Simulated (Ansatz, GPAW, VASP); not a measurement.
**BAs: programs and potentials compared**

```
As B
1.0
     0.00000    2.38850    2.38850
     2.38850    0.00000    2.38850
     2.38850    2.38850    0.00000
As B
1 1
Direct
  0.75000 0.75000 0.75000
  0.00000 0.00000 0.00000
```

Alike in all runs: task single point; functional PBE; k mesh 10 × 10 × 10; occupations gaussian, width 0.013 eV; no spin polarisation; no spin-orbit coupling. Pressure is positive in compression and, in plane waves, holds the error of the finite cutoff.

| program and potentials | plane-wave cutoff (eV) | notes | band gap (eV) | pressure (GPa) |
| --- | --- | --- | --- | --- |
| VASP, PBE PAW files As, B, 520 eV | 520 | - | 1.18 | 3.42 |
| GPAW, GPAW PAW data sets (gpaw-data 1.2.1) | 800 | - | 1.18 | 3.28 |
| Ansatz, all-electron LAPW, scalar-relativistic | - | - | 1.19 | 2.73 |

The band gap spans 1.18 (VASP, PBE PAW files As, B, 520 eV) to 1.19 eV (Ansatz, all-electron LAPW, scalar-relativistic), with all-electron results at 1.19. The pressure spans 2.73 (Ansatz, all-electron LAPW, scalar-relativistic) to 3.42 GPa (VASP, PBE PAW files As, B, 520 eV), with all-electron results at 2.73. Spin-orbit coupling, left out here, moves the band edges of heavy atoms. The gap is indirect and read on the mesh alone.

Differences between rows come from potentials, basis sets and numerical settings, since the functional is the same but for its coding. Runs on potential files found faulty are left out.

The three calculations agree closely on the gap, at 1.18 to 1.19 eV, so the choice of potential hardly affects it. The value is nonetheless well below the measured indirect gap of BAs. Because the all-electron result shares this shortfall, its main cause is the semilocal functional, whose Kohn-Sham gap lacks the derivative discontinuity, and not the PAW description.

The pressure is more sensitive, ranging from 2.73 to 3.42 GPa, probably through differences in how the core and the partial waves are treated. Its sign is the same throughout: at this volume the crystal is compressed relative to its PBE equilibrium. This fits the usual tendency of PBE to underbind solids and overestimate their lattice constants. Short, strongly covalent B–As bonds make the lattice stiff, so even a small mismatch in lattice constant produces a pressure of this size, and the spread between programs corresponds to only a slight shift in equilibrium volume. A single volume does not, however, establish how closely the programs agree on the bulk modulus.
